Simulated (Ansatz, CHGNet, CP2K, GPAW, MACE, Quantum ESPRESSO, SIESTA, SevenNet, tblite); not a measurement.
**The unslipped end of a generalised stacking fault on (111) (glide set) of a GaP-AlP solid solution (72 atoms) in other programs, against a plane-wave reference**

Aim: run the unslipped end of a generalised stacking fault on (111) (glide set) of a GaP-AlP solid solution (72 atoms) in several programs and set results and cost side by side. A plane-wave run serves as the reference.

Main program and level: Ansatz 0.2.0; Kohn-Sham DFT, PBE, PAW, plane waves.

## Step 1: The structure

The cell holds 72 atoms: 18 Al, 36 P and 18 Ga. Its edges and angles: a = 6.683 Å, b = 11.576 Å, c = 19.103 Å, α = 90.0°, β = 90.0°, γ = 90.0°. Zinc-blende GaP lattice (a = 5.4569 Å, the value set for the mixture), cell with z along [111], 1 x 3 x 2 periods; the third cell vector is tilted by 0.000 of 1/2[11-2] and lengthened by 0.2 Å, so the stacking has no slip (glide set); displaced by a Gaussian of 0.01 Å; 18 of 36 Ga sites given to Al at random (lattice constant by Vegard's rule between GaP and AlP). Then every atom was moved at random, 0.02 Å r.m.s. a Cartesian component. The structure's axis is c.

## Step 2: Reference: Ansatz, plane waves

The PAW files are the set soft_2.

File input.yaml:

```yaml
crystal:
  lattice:
    - [6.68331, 0.0, 0.0]
    - [0.0, 11.57583, 0.0]
    - [0.0, 0.0, 19.10326]
  atoms:
    - { symbol: Al, position: [0.48955, 0.16623, 0.0202] }
    - { symbol: P, position: [0.50643, 0.16695, 0.14473] }
    - { symbol: Ga, position: [0.8281, 0.16605, 0.18841] }
    - { symbol: P, position: [0.83594, 0.16879, 0.30927] }
    [... 62 atom lines left out ...]
    - { symbol: Ga, position: [0.67114, 0.66368, 0.84287] }
    - { symbol: P, position: [0.66393, 0.66475, 0.96777] }
    - { symbol: Ga, position: [0.16547, 0.49851, 0.84707] }
    - { symbol: P, position: [0.1655, 0.49814, 0.97311] }
    - { symbol: Al, position: [0.16214, 0.83411, 0.84429] }
    - { symbol: P, position: [0.1642, 0.83057, 0.96928] }
kpoints:
  mp_grid: { grid: [1, 1, 1] }
hamiltonian:
  xc: pbe
scf:
  occupations: { method: fermi_dirac, width: 0.05 }
output:
  forces: true
  eigenvalues: true
  populations: true
  stress: true
```

On the command line:

```sh
ansatz run input.yaml --threads 8 --pin off --max-ram 15872MiB --backend cpu --events-out ev --progress --plain --runs-dir out
```

Numbers of over 12 decimals in the logs are rounded to 6 here.

What it wrote:

```text
[...]
Pseudopotentials: kind: paw
Pseudopotential: Al, paw, valence charge 3, recommended cutoff 420 eV (normal), Al.paw.azcp
Pseudopotential: P, paw, valence charge 5, recommended cutoff 420 eV (normal), P.paw.azcp
Pseudopotential: Ga, paw, valence charge 13, recommended cutoff 420 eV (normal), Ga.paw.azcp
[... 5 lines on functional and potentials left out ...]
Crystal: 72 atoms, lattice volume = 1477.921 Å³
Basis set: ecut = 420 eV, 28923 PW (Γ), exchange–correlation on 90×160×256 points (8 copies of the dense FFT grid, shifted against one another)
Bands: 306, of which v1, the nominal top of the filled ones, is band 234 counted from 1 (233 counted from 0)
Symmetry: 1 space group operations
Space group: P1 (ITA 1), of the structure as read, at distance tolerance 1.1e-4 Å
k-points: 1
[... 7 lines on functional and potentials left out ...]
Initial density: superposition of atomic densities (neutral atoms: chi_scale 0, normalization atom), corrected by the library's trained network
Initial wavefunctions: pseudopotential atomic-orbital guess
[...]
SCF iter   1: F=—  HF=-105007.982022 eV  |F-HF|=—  |Δ(HF+E_count)|=         —  Δρ=2.49e-3  dr2=1.85e-1  ethr=1.77e-3  ⟨swp⟩=8.0  Hψ=1420  notcnv=0  defer=28
preconditioner: auto → Resta (q_TF=auto, 2.252 Å⁻¹)  ε∞=3.9  [insulator: Δε(μ)=1.269 eV  Ē_g=12.202 eV  σ=0.050 eV  W_gap=1.00  n_scr=292 (ndim 8)  ℏωp=20.9 eV  f_vac=0.000  D(μ)=0.00/eV (n_scr^D=0)  ε∞_Penn≈3.9]
[...]
SCF iter   8: F=—  HF=-105007.913977 eV  |F-HF|=—  |Δ(HF+E_count)|=   9.90e-7  Δρ=2.92e-6  dr2=1.68e-7  ethr=3.19e-10  ⟨swp⟩=3.0  Hψ=484  notcnv=0  defer=57
SCF iter   9: F=-105007.913977 eV  HF=-105007.913977 eV  |F-HF|=4.79e-8  |Δ(HF+E_count)|=   6.11e-8  Δρ=1.37e-6  dr2=2.88e-8  ethr=2.14e-11  ⟨swp⟩=13.0  Hψ=1847  notcnv=0
SCF 1 converged in 9 iterations: F = -105007.913977 eV  dr2 = 2.88e-8
[...]
SCF converged after 9 iterations
Free energy (F): -105007.913977 eV
Harris-Foulkes:  -105007.913977 eV  (|F-HF|=4.79e-8)
Internal energy: -105007.913955 eV  (E = F + TS)
E sigma→0 (E₀):  -105007.913966 eV
Entropy (-TS):   -0.000022 eV (-0.000 meV/atom)
Fermi energy:    6.912917 eV
--- Per-component energies (eV) ---
[...]
Σ components = -105007.913977   (vs F -105007.913977, Δ=0.00e0)
--- Forces (eV/Å), atoms counted from 1 ---
  atom   1  Al     0.81923791    -0.02359554    -1.13989251
  atom   2  P     -0.54764821    -0.30500832    -0.31050428
  atom   3  Ga     0.30250545     0.06497671    -0.41241364
  atom   4  P     -0.15456392    -0.23905555     0.14937635
[...]
atom  72  P      0.41493365     0.28031846     0.85480641
  max |Σ_I F_I| component: 1.16e-4 eV/Å
--- Stress (GPa, compression-positive) ---
       -3.337632       0.227871      -0.477072
        0.227873       6.297890      -0.148438
       -0.477050      -0.148436       0.757463
  P = ⅓ Tr σ = 1.2392 GPa (12.392 kbar)
--- Band table (eV) ---
  k-point 0: bands = ["-8.6638", "-8.6250", "-8.6122", "-8.6069", [... 290 levels ...], "10.6886", "10.6968", "10.7189", "10.7465", "10.7778", "10.7873", "10.7900", "10.8020", "10.8370", "10.8485", "10.8859", "10.8993"]
--- Löwdin populations: 72 sites ---
  site symbol       q [e]
     0     Al      2.6124
     1      P      5.1721
     2     Ga     12.9342
[...]
71      P      5.1134
  spilling = 0.004357 (of n_electrons = 468.000000)
```

It took 9.8 s on 8 threads of Arm Neoverse V1, shared host; peak memory 1.6 GiB; 71 s of CPU time.

The run gave:

- free energy: -105007.9140 eV
- free energy per atom: -1458.4433 eV/atom
- SCF cycles: 9
- pressure: 1.239 GPa
- r.m.s. force component: 0.4406 eV/Å
- longest force: 1.724 eV/Å
- Fermi energy: 6.913 eV
- gap (highest filled to lowest empty level): 1.18 eV
- spilling of the projection: 0.004357

Length of the force by element:

```tsv
element	coordination	atoms	mean length of the force (eV/Å)	spread	least	most
Al	all	18	0.693	0.379	0.210	1.63
Ga	all	18	0.647	0.373	0.252	1.72
P	all	36	0.667	0.359	0.185	1.70
```

Löwdin charges by element (they lack the spilled electrons, 0.028 e an atom on average):

```tsv
element	coordination	atoms	mean charge (e)	spread	least	most
Al	all	18	0.406	0.0108	0.380	0.425
Ga	all	18	0.0708	0.0061	0.0597	0.0858
P	all	36	-0.181	0.0706	-0.352	-0.0803
```

Charge against the make-up of the first shell:

```tsv
Al neighbours of P	atoms	mean charge (e)
1	12	-0.1
2	13	-0.179
3	10	-0.265
4	1	-0.352
```

The levels nearest the highest filled one (over half full), pooled over k-points and spins:

```tsv
level less the highest filled one (eV)	occupation
-0.696	2
-0.590	2
-0.533	2
-0.465	2
-0.0728	2
0	2
1.18	0
1.54	0
1.61	0
1.66	0
1.71	0
1.83	0
```

The run ends at a pressure of 1.24 GPa, with forces up to 1.7 eV/Å.

## Step 3: Structure statistics

Density 3.21 g/cm³, 20.53 Å³ an atom.

Pair distribution functions g(r), in bins of 0.2 Å:

```tsv
r (Å)	total	P-P	P-Al	P-Ga	Al-Al	Al-Ga	Ga-Ga
2.20	0.09	0.00	0.18	0.18	0.00	0.00	0.00
2.40	5.68	0.00	11.30	11.40	0.00	0.00	0.00
2.60	0.04	0.00	0.14	0.00	0.00	0.00	0.00
2.80	0.00	0.00	0.00	0.00	0.00	0.00	0.00
3.00	0.00	0.00	0.00	0.00	0.00	0.00	0.00
3.20	0.00	0.00	0.00	0.00	0.00	0.00	0.00
3.40	0.00	0.00	0.00	0.00	0.00	0.00	0.00
3.60	0.00	0.00	0.00	0.00	0.00	0.00	0.00
3.80	5.32	10.70	0.00	0.00	10.26	11.52	9.10
4.00	1.20	2.37	0.00	0.00	1.63	2.76	2.54
4.20	0.01	0.00	0.00	0.00	0.00	0.00	0.21
4.40	1.03	0.00	1.68	2.46	0.00	0.00	0.00
4.60	3.50	0.00	7.41	6.57	0.00	0.00	0.00
4.80	0.22	0.00	0.41	0.48	0.00	0.00	0.00
5.00	0.00	0.00	0.00	0.00	0.00	0.00	0.00
5.20	0.00	0.00	0.00	0.00	0.00	0.00	0.00
5.40	1.20	2.38	0.00	0.00	2.33	2.50	2.33
5.60	0.43	0.88	0.00	0.00	0.94	0.76	0.93
5.80	0.18	0.00	0.39	0.34	0.00	0.00	0.00
6.00	2.40	0.00	4.80	4.83	0.00	0.00	0.00
6.20	0.16	0.00	0.31	0.34	0.00	0.00	0.00
6.40	0.00	0.00	0.00	0.00	0.00	0.00	0.00
6.60	2.72	5.45	0.00	0.00	6.05	5.29	5.15
6.80	1.56	3.21	0.00	0.00	2.62	2.98	3.57
7.00	1.40	0.08	2.73	2.56	0.38	0.11	0.30
7.20	1.22	0.00	2.38	2.50	0.00	0.00	0.00
7.40	0.04	0.00	0.07	0.10	0.00	0.00	0.00
7.60	0.44	0.81	0.00	0.00	0.98	1.02	0.80
```

Bonds by pair of elements; cutoffs follow the first minimum of g(r), held within bounds set by covalent radii, and pairs that aren't listed don't count as bonded:

```tsv
pair A-B	cutoff (Å)	bonds	mean length (Å)	spread (Å)	shortest (Å)	B about A	A about B
P-Al	2.88	72	2.37	0.043	2.30	2	4
P-Ga	2.83	72	2.37	0.04	2.30	2	4
```

How many atoms have how many bonded neighbours:

```tsv
element	mean	4
Al	4	18
Ga	4	18
P	4	36
```

Rings of the network by King's shortest-path rule, up to 12 atoms, one path for each pair of neighbours; H, halogens, alkali and alkaline-earth atoms are left out, and the last column divides by all other atoms, bonded or not:

```tsv
ring size (atoms)	rings	per network atom
6	140	1.94
```

## Step 4: The ladder

The programs:
- CHGNet: machine-learned potential, published weights.
- CP2K 2026.2: Gaussian basis with GTH pseudopotentials and a plane-wave density; labels give functional, basis (MOLOPT sets; SR short-range, UZH the newer set with its own potentials), grid cutoff/relative cutoff and solver (OT: orbital transformation; TRS4, TC2, SIGN: linear-scaling purification with its sparsity filter), or its built-in tight binding.
- GPAW 26.7.0: PAW with atomic orbitals (LCAO), plane waves or a real-space grid of spacing h.
- MACE: machine-learned potential, published weights.
- Quantum ESPRESSO 7.5: plane waves; labels (QE) give functional, pseudopotential set and cutoffs of waves/density.
- SIESTA 5.4.2: numerical atomic orbitals, whose automatically made sets are far from complete, with PseudoDojo norm-conserving potentials that we converted to its format (checked against plane waves on the same files for H, C, O, Si, Ge and Ca alone); labels give functional, basis size, energy shift and mesh cutoff.
- SevenNet: machine-learned potential, published weights.
- tblite 0.8.0: extended tight binding, driven from Python.

All use the same cell and atoms; the electronic-structure runs use the same k-mesh, and an electronic temperature of 580 K (0.05 eV) where levels are smeared.

Differences are against the plane-wave reference, forces as r.m.s. over components; share is that over the reference's r.m.s. force, slope the least-squares factor from reference forces to these. Total energies of different programs have different zeros and aren't compared.

```tsv
run	Δ force, r.m.s. (meV/Å)	share (%)	slope	Δ pressure (GPa)	Δ gap (eV)	cores	CPU time	memory (GiB)
reference	-	-	-	-	-	8	71 s	1.6
CHGNet 0.3.0 potential	256	58.1	0.443	0.169	-	1	3.7 s	0.68
CP2K PBE, DZVP-MOLOPT-SR, 400/60 Ry, diagonalisation (coarse)	328	74.3	1.080	0.670	0.0158	2	5.4 min	2.4
CP2K PBE, DZVP-MOLOPT-SR, 800/60 Ry, diagonalisation	29.3	6.65	1.025	0.255	0.0211	2	8.3 min	6.9
CP2K PBE, DZVP-MOLOPT-SR, 800/70 Ry, diagonalisation	29.3	6.65	1.025	0.255	0.0211	2	9.3 min	6.9
CP2K PBE, SZV-MOLOPT-SR, 800/60 Ry, diagonalisation (coarse)	143	32.5	1.276	4.28	1.08	1	4.9 min	6.7
CP2K PBEsol, PBE potentials, DZVP-MOLOPT-SR, 800/60 Ry, diagonalisation	48.0	10.9	1.005	-1.25	-0.135	2	8.5 min	6.9
GPAW PBE, LCAO dzp, h 0.2 Å	90.0	20.4	1.090	-	0.018	1	4.5 min	1.5
GPAW PBE, LCAO dzp, h 0.2 Å, other mixer settings	89.7	20.4	1.088	-	0.0187	1	5 min	1.4
GPAW PBE, plane waves 450 eV	65.7	14.9	1.050	1.04	-0.009	2	5.6 min	1.3
MACE MP-0b2 small potential	167	38.0	0.732	0.601	-	1	7 s	0.67
QE PBE, sssp-1.3.0-efficiency, 60/480 Ry	4.37	0.992	1.004	-0.0329	-0.0014	4	55 min	5.5
SIESTA PBE, DZ, shift 0.01 Ry, mesh 300 Ry (coarse)	72.4	16.4	1.064	2.57	0.598	1	2.5 min	0.89
SIESTA PBE, DZP, shift 0.01 Ry, mesh 300 Ry	26.2	5.95	1.019	0.0087	-0.0605	2	7.4 min	1.7
SIESTA PBE, SZP, shift 0.01 Ry, mesh 300 Ry (coarse)	60.6	13.7	1.090	3.07	0.0152	1	5.1 min	1.3
SIESTA PBE, TZP, shift 0.01 Ry, mesh 300 Ry	19.0	4.32	1.022	-0.185	-0.0311	2	10 min	2.0
SIESTA PBEsol, DZP, shift 0.01 Ry, mesh 300 Ry	29.9	6.78	0.994	-2.31	-0.181	2	7.3 min	1.7
SevenNet 0 potential	145	32.9	0.789	0.0928	-	1	8.1 s	0.77
tblite GFN1-xTB	285	64.6	0.907	4.32	-	1	8 s	0.14
```

Rows marked coarse were listed beforehand as settings not expected to be converged; some can still land near the reference.

Times of the machine-learned potentials are mostly Python's start and the loading of weights.

CPU time is summed over cores on a shared host, where runs went side by side, so it is rough. Symmetry, cutoffs, thresholds, outputs and thread counts weren't matched or tuned between programs; memory under MPI is the largest rank's times the ranks.

Runs without a result: CP2K GFN1-xTB, diagonalisation (not converged, the SCF not settling).

Mean charges by element (e), by run and scheme:

```tsv
run	scheme	Al	P	Ga
reference	Löwdin	+0.41	-0.18	+0.07
CP2K PBE, DZVP-MOLOPT-SR, 800/60 Ry, diagonalisation	Mulliken	+0.54	-0.39	+0.24
CP2K PBE, DZVP-MOLOPT-SR, 800/60 Ry, diagonalisation	Hirshfeld	+0.17	-0.19	+0.20
CP2K PBE, DZVP-MOLOPT-SR, 800/70 Ry, diagonalisation	Mulliken	+0.54	-0.39	+0.24
CP2K PBE, DZVP-MOLOPT-SR, 800/70 Ry, diagonalisation	Hirshfeld	+0.17	-0.19	+0.20
CP2K PBEsol, PBE potentials, DZVP-MOLOPT-SR, 800/60 Ry, diagonalisation	Mulliken	+0.50	-0.33	+0.16
CP2K PBEsol, PBE potentials, DZVP-MOLOPT-SR, 800/60 Ry, diagonalisation	Hirshfeld	+0.16	-0.17	+0.18
SIESTA PBE, DZP, shift 0.01 Ry, mesh 300 Ry	Hirshfeld	+0.14	-0.16	+0.18
SIESTA PBE, TZP, shift 0.01 Ry, mesh 300 Ry	Hirshfeld	+0.14	-0.16	+0.19
SIESTA PBEsol, DZP, shift 0.01 Ry, mesh 300 Ry	Hirshfeld	+0.13	-0.15	+0.17
tblite GFN1-xTB	Mulliken	+0.12	-0.17	+0.21
```

The reference's Löwdin charges lack the electrons that the projection spills, 0.028 e an atom on average.

Within one program, basis, potentials and functional, energies share a zero. Each run against its twin at the usual cutoff or grid and solver:

```tsv
run	twin	Δ energy (meV/atom)	Δ force, r.m.s. (meV/Å)	CPU time over the twin's
CP2K PBE, DZVP-MOLOPT-SR, 400/60 Ry, diagonalisation	DZVP-MOLOPT-SR, 800/60 Ry, diagonalisation	-10.2	325	0.65
CP2K PBE, DZVP-MOLOPT-SR, 800/70 Ry, diagonalisation	DZVP-MOLOPT-SR, 800/60 Ry, diagonalisation	0	0	1.1
GPAW PBE, LCAO dzp, h 0.2 Å, other mixer settings	LCAO dzp, h 0.2 Å	0	1.50	1.1
```

A second geometry, displaced anew (every atom was moved at random, 0.06 Å r.m.s. a Cartesian component), gives an energy difference that all programs can be tested on. The reference puts it at 41.62 meV/atom.

```tsv
run	energy less the first geometry's (meV/atom)	error (meV/atom)	force share at the second geometry (%)
QE PBE, sssp-1.3.0-efficiency, 60/480 Ry	41.81	0.193	0.755
SIESTA PBE, DZP, shift 0.01 Ry, mesh 300 Ry	42.52	0.903	4.57
CP2K PBE, DZVP-MOLOPT-SR, 800/60 Ry, diagonalisation	42.69	1.08	4.61
MACE MP-0b2 small potential	37.01	-4.60	24.2
CHGNet 0.3.0 potential	21.80	-19.8	47.2
SevenNet 0 potential	36.20	-5.41	21.4
GPAW PBE, LCAO dzp, h 0.2 Å	46.18	4.56	16.4
tblite GFN1-xTB	43.98	2.37	39.4
SIESTA PBE, SZP, shift 0.01 Ry, mesh 300 Ry	46.21	4.60	16.9
GPAW PBE, plane waves 450 eV	44.24	2.63	11.3
CP2K PBE, SZV-MOLOPT-SR, 800/60 Ry, diagonalisation	54.86	13.2	33.0
GPAW PBE, LCAO dzp, h 0.2 Å, other mixer settings	46.18	4.56	16.4
CP2K PBE, DZVP-MOLOPT-SR, 800/70 Ry, diagonalisation	42.69	1.08	4.61
CP2K PBEsol, PBE potentials, DZVP-MOLOPT-SR, 800/60 Ry, diagonalisation	41.57	-0.048	6.26
SIESTA PBE, TZP, shift 0.01 Ry, mesh 300 Ry	42.84	1.22	4.20
SIESTA PBE, DZ, shift 0.01 Ry, mesh 300 Ry	46.23	4.61	13.9
SIESTA PBEsol, DZP, shift 0.01 Ry, mesh 300 Ry	41.08	-0.534	4.80
CP2K PBE, DZVP-MOLOPT-SR, 400/60 Ry, diagonalisation	42.86	1.25	38.0
```

## Step 5: Outcome

| Property | Result |
| --- | --- |
| reference r.m.s. force component | 0.441 eV/Å |
| nearest in forces | QE PBE, sssp-1.3.0-efficiency, 60/480 Ry, 0.99 % |
| farthest in forces | CP2K PBE, DZVP-MOLOPT-SR, 400/60 Ry, diagonalisation (coarse), 74 % |
| cheapest electronic-structure run beside the reference | tblite GFN1-xTB, 8 s of CPU time |

**Reading.** PBE on plane waves or a grid with other potentials, cutoffs or grids, coarse settings apart, differs from the reference by 0.99 % (QE PBE, sssp-1.3.0-efficiency, 60/480 Ry) to 15 % (GPAW PBE, plane waves 450 eV) of the r.m.s. force; this holds the reference's own error, so differences of a few per cent don't tell which side is nearer the exact PBE result (QE's 60 Ry are 816 eV, against the reference's 420 eV). GPAW PBE, plane waves 450 eV stands apart from the other plane-wave or grid runs, so its own grid or potentials are the likelier cause. The PBE runs in local orbitals, coarse settings apart, differ by 4.3 % (SIESTA PBE, TZP, shift 0.01 Ry, mesh 300 Ry) to 20 % (GPAW PBE, LCAO dzp, h 0.2 Å); basis, grid and potentials can all enter. Tight binding differs by 65 % (tblite GFN1-xTB); it is another model, with fitted parameters of its own, and the xTB methods hold dispersion. Machine-learned potentials differ by 33 % (SevenNet 0 potential) to 58 % (CHGNet 0.3.0 potential); they were trained on other programs' data. Among those trained on PBE data the slope goes as low as 0.44. Rows with another functional or a dispersion term differ by 6.8 % (SIESTA PBEsol, DZP, shift 0.01 Ry, mesh 300 Ry) to 11 % (CP2K PBEsol, PBE potentials, DZVP-MOLOPT-SR, 800/60 Ry, diagonalisation), which mixes the change of model with differences of basis and potentials, some of them made for another functional. Runs with settings chosen to be coarse differ by 14 % (SIESTA PBE, SZP, shift 0.01 Ry, mesh 300 Ry) to 74 % (CP2K PBE, DZVP-MOLOPT-SR, 400/60 Ry, diagonalisation), their programs' other errors included. One electronic-structure run takes under half the reference's CPU time: tblite GFN1-xTB, at 65 % in 8 s against 71 s, too far off to be of use; its pressure misses by +4.3 GPa. CP2K PBE, SZV-MOLOPT-SR, 800/60 Ry, diagonalisation stiffens the forces by a factor of 1.28 while following their directions (correlation 0.991). At the same functional, gaps differ from the reference's 1.18 eV by between -0.06 and +1.08 eV. A likely cause of the wide gaps: compact atomic orbitals describe empty levels worse than filled ones. These are spacings on the run's k-points, which needn't hold the band edges. In pressure, CP2K PBE, SZV-MOLOPT-SR, 800/60 Ry, diagonalisation misses by +4.3 GPa, at the same functional. Charges hang on model, scheme and program or settings: among these rows the mean for Al runs from +0.12 to +0.54 e. The energy difference between the two geometries, 41.6 meV/atom in the reference, is met best by CP2K PBEsol, PBE potentials, DZVP-MOLOPT-SR, 800/60 Ry, diagonalisation (-0.048) and worst by CHGNet 0.3.0 potential (-19.8). In the reference: filled and empty levels are parted by 1.18 eV at Γ alone; the mesh holds the band edges only if they fold onto it, so the gap at this level can be narrower or closed, while semilocal functionals tend to narrow gaps against experiment. In the reference: mean Löwdin charges: Al +0.41, Ga +0.07, P -0.18 e (they miss 0.44 % of the electrons, so they add up to more than the cell's charge). Periodic xTB results under one method name differ between programs and library versions. The potentials hold different valence shells: 468 electrons in the reference, 288 in GPAW; this bears on time and differences. GPAW's setups keep the filled d shell of Ga in the core. GPAW's Ga setup keeps the 3d shell in the core. Machine-learned potentials mimic data converged in k, so the reference's own k-point error enters their differences. The reference's stress is far from hydrostatic: its diagonal is -3.3, 6.3, 0.8 GPa, compression counted positive. The host structure and its lattice constant were typed by rule, without a check against the phase diagram. The electronic-structure runs sample only Γ, in a cell whose shortest periodic width is 7 Å.

[Also dropped from logs without a mark: logging warnings of Python, and SIESTA's first energy breakdown and zero terms.]

[Logs are printed without paths, hosts, clocks, repeated set-up lines and the standing remarks that a program may print on its own settings, such as how far it seeks lower states.]

[Hosts, paths, dates, database ids (printed as entryN), source tags and the programs' standing remarks are cut or masked in the printed files.]
